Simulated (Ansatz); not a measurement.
SbS2: from a trial structure to a relaxed crystal

Method: Ansatz, DFT PBE, scalar-relativistic, plane waves, PAW.

The start puts SbS2 on the CaCl2 structure type (Pnnm, No. 58), with Sb in place of Ca, S in place of Cl, at a guessed volume.

The final relaxation ran on this input, with the default PAW datasets:

```yaml
crystal:
  lattice:
    - [5.9668100683, 0.0, 0.0]
    - [0.0, 6.1484917851, 0.0]
    - [0.0, 0.0, 4.0161221614]
  atoms:
    - { symbol: Sb, position: [0.5, 0.5, 0.5] }
    - { symbol: Sb, position: [0.0, 0.0, 0.0] }
    - { symbol: S, position: [0.225, 0.825, 0.5] }
    - { symbol: S, position: [0.725, 0.675, 0.0] }
    - { symbol: S, position: [0.775, 0.175, 0.5] }
    - { symbol: S, position: [0.275, 0.325, 0.0] }
basis:
  ecutwfc: 420
kpoints:
  mp_grid: { grid: [6, 6, 10] }
hamiltonian:
  xc: pbe
scf:
  occupations: { method: gaussian, width: 0.1 }
output:
  forces: true
  stress: true
  eigenvalues: true
relax:
  adjacent_minimum: "off"
  f_tol: 0.01
  max_steps: 80
  cell: { stress_tol: 0.05 }
```

Launched as:

```bash
ansatz run input.yaml --threads 1 --pin off --max-ram 2560MiB --backend cpu --events-out ev --progress --plain --runs-dir out
```

Time: 91 s on 1 thread of AMD EPYC 7B13 (Zen 3) (shared host), peak memory 0.69 GiB.

End of the output:

```
SCF converged after 5 iterations
Free energy (F): -16577.059598 eV
Harris-Foulkes:  -16577.059598 eV  (|F-HF|=3.64e-12)
Internal energy: -16577.041419 eV  (E = F + TS)
E sigma→0 (E₀):  -16577.050508 eV
Entropy (-TS):   -0.018178 eV (-3.030 meV/atom)
Fermi energy:    6.120340 eV
--- Per-component energies (eV) ---
  E_band       = -447.903151
  E_kinetic    = 835.126257
  E_local      = -4339.107640  (includes V_loc(G=0)·N_el)
  E_nonlocal   = 840.490392
  E_hartree    = 1881.484945
  E_xc         = -662.469261
  E_vxc        = -538.281889  (∫ρ·V_xc dr)
  E_paw        = -11552.302858  (= ΣΔE_a)
  E_vpaw       = -1009.100000  (= ΣTr[D̂ρ^β])
  E_aug_tail   = 0.000003  (compensation charges beyond the density's cutoff)
  E_ewald      = -3580.263257
  E_smearing   = -0.018178  (= −TS)
  E_closure    = 0.000000  (closes the sum)
  Σ components = -16577.059598   (vs F -16577.059598, Δ=0.00e0)
--- Forces (eV/Å), atoms counted from 1 ---
  atom   1  Sb     0.00000000     0.00000000     0.00000000
  atom   2  Sb     0.00000000     0.00000000     0.00000000
  atom   3  S     -0.00231855    -0.00468139     0.00000000
  atom   4  S     -0.00231855     0.00468139     0.00000000
  atom   5  S      0.00231855     0.00468139     0.00000000
  atom   6  S      0.00231855    -0.00468139     0.00000000
  max |Σ_I F_I| component: 0.00e0 eV/Å
--- Stress (GPa, compression-positive) ---
       -0.006172       0.000000       0.000000
        0.000000       0.032876       0.000000
        0.000000       0.000000      -0.040082
  P = ⅓ Tr σ = -0.0045 GPa (-0.045 kbar)
--- Relaxed structure (3 steps of the walk, 3 accepted, 1 SCFs on fresh bases) ---
  F+E_penalty+E_count = -16577.05959754 eV   max|allowed force component| = 4.681e-3 eV/Å   (the final SCF, on the basis selected at the relaxed cell)
  cell:  # Å, volume = 151.2143 Å³
    - [5.990168, 0.0, 0.0]
    - [0.0, 6.220843, 0.0]
    - [0.0, 0.0, 4.057931]
  atoms:
    - { symbol: Sb, position: [0.5, 0.5, 0.5] }
    - { symbol: Sb, position: [0.000000, 0.000000, 0.0] }
    - { symbol: S, position: [0.216615, 0.828748, 0.5] }
    - { symbol: S, position: [0.716615, 0.671252, 0.0] }
    - { symbol: S, position: [0.783385, 0.171252, 0.5] }
    - { symbol: S, position: [0.283385, 0.328748, 0.0] }
```

Total energies depend on the potentials used, so only differences within one code and one set of settings carry meaning.

The result has space group Pnnm (No. 58). Sb is coordinated by 6 S at 2.63–2.66 Å; S has 3 Sb at 2.63–2.66 Å.

Against the elements it lies at 0.03 eV/atom. Energies over the elements count from the elements' standard structures at the same level, with no empirical corrections.

The k mesh leaves about 4 meV/atom of noise in metals. Spin–orbit coupling is left out.

A structure relaxed within its symmetry needn't be a true minimum.